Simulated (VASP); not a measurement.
# Se (P3_121) in VASP: single point with PBE

Aim: the single point of Se with PBE.

Program: VASP 6.6.1. These are calculated values, not measurements. Logs are shortened: lines on timing, memory, paths and dates and some standing lists are left out, and cuts for length are marked.

**1. The crystal as given**

Symmetry: P3_121, No. 152, trigonal system. Conventional cell: a = 4.366 Å, b = 4.366 Å, c = 4.954 Å, α = 90.00°, β = 90.00°, γ = 120.00°. Se (site symmetry 2) has 2 Se at 2.37 Å as nearest neighbours.

**2. Single point, PBE**

File INCAR:

```
PREC = Accurate
ENCUT = 520
EDIFF = 1E-6
ISMEAR = -1
SIGMA = 0.03
LREAL = F
LASPH = T
NELM = 100
ALGO = Normal
ISIF = 2
LWAVE = F
LCHARG = F
GGA = PE
NBANDS = 16
```

File KPOINTS:

```
Automatic mesh
0
Gamma
  6 6 5
```

File POSCAR:

```
Se
1.0
    4.3661999489      0.0000000000      0.0000000000
   -2.1830999745      3.7812400738      0.0000000000
    0.0000000000      0.0000000000      4.9536000000
Se
3
Direct
    0.2254000000      0.0000000000      0.3333333333
    0.0000000000      0.2254000000      0.6666666667
    0.7746000000      0.7746000000      0.0000000000
```

Potentials or basis: VASP PAW PBE potentials, release 64 (Se).

Started as:

```
$ cat potpaw_PBE.64/Se/POTCAR > POTCAR
$ mpirun -np 1 vasp_std > vasp.out
```

OUTCAR:

```text
PREC = Accurate
   ENCUT = 520
   EDIFF = 1E-6
   ISMEAR = -1
   LREAL = F
   LASPH = T
   NELM = 100
   ISIF = 2
   GGA = PE

 ion  position               nearest neighbor table
   1  0.225  0.000  0.333-   3 2.37   2 2.37
   2  0.000  0.225  0.667-   3 2.37   1 2.37
   3  0.775  0.775  0.000-   1 2.37   2 2.37

  LATTYP: Found a hexagonal cell.
 ALAT       =     4.3661999489
 C/A-ratio  =     1.1345334749

  Lattice vectors:

 A1 = (   4.3661999489,   0.0000000000,   0.0000000000)
 A2 = (  -2.1830999745,   3.7812400738,   0.0000000000)
 A3 = (   0.0000000000,   0.0000000000,   4.9536000000)

Analysis of symmetry for initial positions (statically):
=====================================================================
 Subroutine PRICEL returns:
 Original cell was already a primitive cell.

 Routine SETGRP: Setting up the symmetry group for a
 hexagonal supercell.

 Subroutine GETGRP returns: Found  6 space group operations
 (whereof  2 operations were pure point group operations)
 out of a pool of 24 trial point group operations.

The static configuration has the point symmetry C_2 .
 The point group associated with its full space group is D_3 .

Analysis of symmetry for dynamics (positions and initial velocities):
=====================================================================
 Subroutine PRICEL returns:
 Original cell was already a primitive cell.

 Routine SETGRP: Setting up the symmetry group for a
 hexagonal supercell.

 Subroutine GETGRP returns: Found  6 space group operations
 (whereof  2 operations were pure point group operations)
 out of a pool of 24 trial point group operations.

The dynamic configuration has the point symmetry C_2 .
 The point group associated with its full space group is D_3 .

 Subroutine INISYM returns: Found  6 space group operations
 (whereof  2 operations are pure point group operations),
 and found     1 'primitive' translations

----------------------------------------------------------------------------------------

                                     Primitive cell

  volume of cell :      81.7822

  direct lattice vectors                    reciprocal lattice vectors
     4.366199949  0.000000000  0.000000000     0.229032113  0.132231752  0.000000000
    -2.183099975  3.781240074  0.000000000     0.000000000  0.264463504  0.000000000
     0.000000000  0.000000000  4.953600000     0.000000000  0.000000000  0.201873385

  length of vectors
     4.366199949  4.366199949  4.953600000     0.264463504  0.264463504  0.201873385

  position of ions in fractional coordinates (direct lattice)
     0.225400000  0.000000000  0.333333333
     1.000000000  0.225400000  0.666666667
     0.774600000  0.774600000  0.000000000

  ion indices of the primitive-cell ions
   primitive index   ion index
                 1           1
                 2           2
                 3           3

----------------------------------------------------------------------------------------

 KPOINTS: Automatic mesh

Automatic generation of k-mesh.
 Grid dimensions read from file:
 generate k-points for:    6    6    5

 Generating k-lattice:

  Cartesian coordinates                     Fractional coordinates (reciprocal lattice)
     0.038172019  0.022038625  0.000000000     0.166666667 -0.000000000  0.000000000
     0.000000000  0.044077251  0.000000000     0.000000000  0.166666667  0.000000000
     0.000000000  0.000000000  0.040374677     0.000000000  0.000000000  0.200000000

  Length of vectors
     0.044077251  0.044077251  0.040374677

  Shift w.r.t. Gamma in fractional coordinates (k-lattice)
     0.000000000  0.000000000  0.000000000

 Subroutine IBZKPT returns following result:
 ===========================================

 Found     27 irreducible k-points:

 Following reciprocal coordinates:
            Coordinates               Weight
  0.000000  0.000000  0.000000      1.000000
  0.166667  0.000000  0.000000      6.000000
  0.333333  0.000000  0.000000      6.000000
  0.500000  0.000000  0.000000      3.000000
  0.166667  0.166667  0.000000      6.000000
  0.333333  0.166667  0.000000     12.000000
[... 16 lines left out ...]
  0.500000  0.000000  0.400000      6.000000
  0.166667  0.166667  0.400000     12.000000
 [... further k-points ...]
   k-points           NKPTS =     27   k-points in BZ     NKDIM =     27   number of bands    NBANDS=     16
   number of dos      NEDOS =    301   number of ions     NIONS =      3
   total plane-waves  NPLWV =  40960
   dimension x,y,z NGX =    32 NGY =   32 NGZ =   40
   dimension x,y,z NGXF=    64 NGYF=   64 NGZF=   80
   ions per type =               3
   NGX,Y,Z   is equivalent  to a cutoff of  12.18, 12.18, 13.42 a.u.
   NGXF,Y,Z  is equivalent  to a cutoff of  24.37, 24.37, 26.85 a.u.
 SYSTEM =  unknown system
   PREC   = accura    normal or accurate (medium, high low for compatibility)
   ISTART =      0    job   : 0-new  1-cont  2-samecut
   ICHARG =      2    charge: 1-file 2-atom 10-const
   ISPIN  =      1    spin polarized calculation?
   LNONCOLLINEAR =      F non collinear calculations
   LSORBIT =      F    spin-orbit coupling
   LASPH  =      T    aspherical Exc in radial PAW
   ENCUT  =  520.0 eV  38.22 Ry    6.18 a.u.   8.12  8.12  9.21*2*pi/ulx,y,z
   NELM   =    100;   NELMIN=  2; NELMDL= -5     # of ELM steps
   EDIFF  = 0.1E-05   stopping-criterion for ELM
   LREAL  =      F    real-space projection
   EDIFFG = 0.1E-04   stopping-criterion for IOM
   NSW    =      0    number of steps for IOM
   IBRION =     -1    ionic relax: 0-MD 1-quasi-New 2-CG
   NFREE  =      0    steps in history (QN), initial steepest desc. (CG)
   ISIF   =      2    stress and relaxation
   ISYM   =      2    0-nonsym 1-usesym 2-fastsym
   POTIM  = 0.5000    time-step for ionic-motion
   TEBEG  =    0.0;   TEEND  =   0.0 temperature during run
   PSTRESS=    0.0 pullay stress
   NELECT =      18.0000    total number of electrons
   NUPDOWN=      -1.0000    fix difference up-down
   EMIN   =  10.00;   EMAX   =-10.00  energy-range for DOS
   EFERMI =   0.00;   METHOD = LEGACY
   ISMEAR =    -1;   SIGMA  =   0.03  broadening in eV -4-tet -1-fermi 0-gaus
   EFERMI_NEDOS =   21; number of points for ismear=-14 and -15
   IALGO  =     38    algorithm
   IMIX   =      4    mixing-type and parameters
     AMIX     =   0.40;   BMIX     =  1.00
     AMIX_MAG =   1.60;   BMIX_MAG =  1.00
  volume/ion in A,a.u.               =      27.26       183.96
  Fermi-wavevector in a.u.,A,eV,Ry     =   0.988430  1.867862 13.292817  0.976995
  Thomas-Fermi vector in A             =   2.119956
   LORBIT       =      0    0 simple, 1 ext, 2 COOP (PROOUT), +10 PAW based schemes
   GGA     = PE    functional components
   LHFCALC =     F    Hartree Fock is set to
   AEXX    =    0.0000 exact exchange contribution
   IVDW    =     0    specifies the selected vdW correction
   LEPSILON=     F    determine dielectric tensor
   LRPA    =     F    only Hartree local field effects (RPA)
 non-spin polarized calculation
  energy-cutoff  :      520.00
  volume of cell :       81.78
 maximum number of plane-waves:      2221
   NGX = 17   NGY = 17   NGZ = 19

 number of electron      18.0000001 magnetization

 Free energy of the ion-electron system (eV)
  ---------------------------------------------------
  ext. energy  EPLUGINS =         0.00000000
  ---------------------------------------------------
  free energy    TOTEN  =       -10.46980664 eV

  energy without entropy =      -10.46980664  energy(sigma->0) =      -10.46980664

 E-fermi :   3.2098     XC(G=0):  -8.8424

 val. band max:        2.5730080604   @ k =  -0.1667   0.5000   0.4000
 cond. band min:       3.8845205006   @ k =   0.0000   0.0000   0.4000
 fundamental gap:      1.3115124402
 Fermi energy:         3.2098464772

 k-point     1 :       0.0000    0.0000    0.0000
  band No.  band energies     occupation
      1     -13.1745      2.00000
      2      -9.0518      2.00000
      3      -9.0518      2.00000
      4      -1.1590      2.00000
      5      -1.1590      2.00000
      6      -1.0822      2.00000
[... 8 lines left out ...]
     15       9.1617      0.00000
     16      11.0594      0.00000

 k-point     2 :       0.1667    0.0000    0.0000
  band No.  band energies     occupation
      1     -13.0694      2.00000
      2      -9.1493      2.00000
      3      -9.0418      2.00000
      4      -1.8508      2.00000
      5      -1.4738      2.00000
      6      -0.8950      2.00000
[... 8 lines left out ...]
     15      10.0293      0.00000
     16      11.0553      0.00000

 k-point     3 :       0.3333    0.0000    0.0000
  band No.  band energies     occupation
      1     -12.8314      2.00000
      2      -9.3956      2.00000
      3      -9.0208      2.00000
      4      -2.3658      2.00000
      5      -1.8709      2.00000
      6      -0.9234      2.00000
[... 8 lines left out ...]
     15      11.2212      0.00000
     16      12.1480      0.00000

 k-point     4 :       0.5000    0.0000    0.0000
  band No.  band energies     occupation
      1     -12.6934      2.00000
      2      -9.5493      2.00000
      3      -9.0098      2.00000
      4      -2.4758      2.00000
      5      -2.0377      2.00000
      6      -0.7724      2.00000
[... 8 lines left out ...]
     15      12.3563      0.00000
     16      12.4004      0.00000
[... 324 lines left out ...]
 k-point    22 :       0.0000    0.3333    0.4000
  band No.  band energies     occupation
      1     -12.1279      2.00000
      2     -11.3171      2.00000
      3      -7.6647      2.00000
      4      -2.9061      2.00000
      5      -1.8251      2.00000
      6      -1.1753      2.00000
[... 8 lines left out ...]
     15      10.5999      0.00000
     16      11.6495      0.00000

 k-point    23 :       0.5000    0.0000    0.4000
  band No.  band energies     occupation
      1     -12.0193      2.00000
      2     -11.2249      2.00000
      3      -7.9379      2.00000
      4      -3.1353      2.00000
      5      -1.9612      2.00000
      6      -1.3584      2.00000
[... 8 lines left out ...]
     15      11.7063      0.00000
     16      12.0116      0.00000

 k-point    24 :       0.1667    0.1667    0.4000
  band No.  band energies     occupation
      1     -12.1853      2.00000
      2     -11.3492      2.00000
      3      -7.5504      2.00000
      4      -2.6644      2.00000
      5      -1.7764      2.00000
      6      -1.1781      2.00000
[... 8 lines left out ...]
     15      10.6490      0.00000
     16      11.0281      0.00000

 [... further k-points ...]
[... 5 lines left out ...]
  --------------------------------------------------------------------------------------
  -------------------------------------------------------------------------------------
  Total        1.1788785      1.1788785      2.1038075     -0.0000000      0.0000000      0.0000000
  in kB       23.0951516     23.0951516     41.2152348     -0.0000000      0.0000000      0.0000000
  external PRESSURE =      29.1351793 kB  Pullay stress =       0.0000000 kB

 VOLUME and BASIS-vectors are now :
 -----------------------------------------------------------------------------
  energy-cutoff  :      520.00
  volume of cell :       81.78
      direct lattice vectors                 reciprocal lattice vectors
     4.366199949  0.000000000  0.000000000     0.229032113  0.132231752  0.000000000
    -2.183099975  3.781240074  0.000000000     0.000000000  0.264463504  0.000000000
     0.000000000  0.000000000  4.953600000     0.000000000  0.000000000  0.201873385

 POSITION                                       TOTAL-FORCE (eV/Angst)
 -----------------------------------------------------------------------------------
      0.98414      0.00000      1.65120         0.432268      0.000000      0.000000
     -0.49207      0.85229      3.30240        -0.216134      0.374355     -0.000000
      1.69103      2.92895      0.00000        -0.216134     -0.374355     -0.000000
 -----------------------------------------------------------------------------------
    total drift:                                0.000000      0.000000      0.000000

  FREE ENERGIE OF THE ION-ELECTRON SYSTEM (eV)
  ---------------------------------------------------
  free  energy   TOTEN  =       -10.4698066387 eV

  energy  without entropy=      -10.4698066386  energy(sigma->0) =      -10.46980664
```

Wall time 26 s (1 thread of Intel Xeon Platinum 8375C at 2.90GHz (Ice Lake), shared host); peak memory 0.19 GiB.

Results:

| Quantity | Value |
| --- | --- |
| Free energy | -10.4698 eV |
| Pressure | 2.9 GPa |
| Largest force | 0.432 eV/Å |
| Band gap on the k mesh | 1.31 eV, indirect (least direct gap 1.51 eV) |

Forces in eV/Å, atoms in the order of the input:
```
Se   0.432  0.000  0.000
Se  -0.216  0.374  0.000
Se  -0.216 -0.374  0.000
```

Levels at points of the mesh, in eV from the valence-band top:
```
           k point  band 7  band 8  band 9  band 10  band 11  band 12
(0.00, 0.00, 0.00)   -1.95   -1.95   -0.31     1.99     1.99     2.27
(0.50, 0.00, 0.00)   -2.80   -1.68   -0.90     2.04     2.43     4.22
```

Caveat: an odd mesh through Γ misses points on the zone boundary, where band edges often lie.
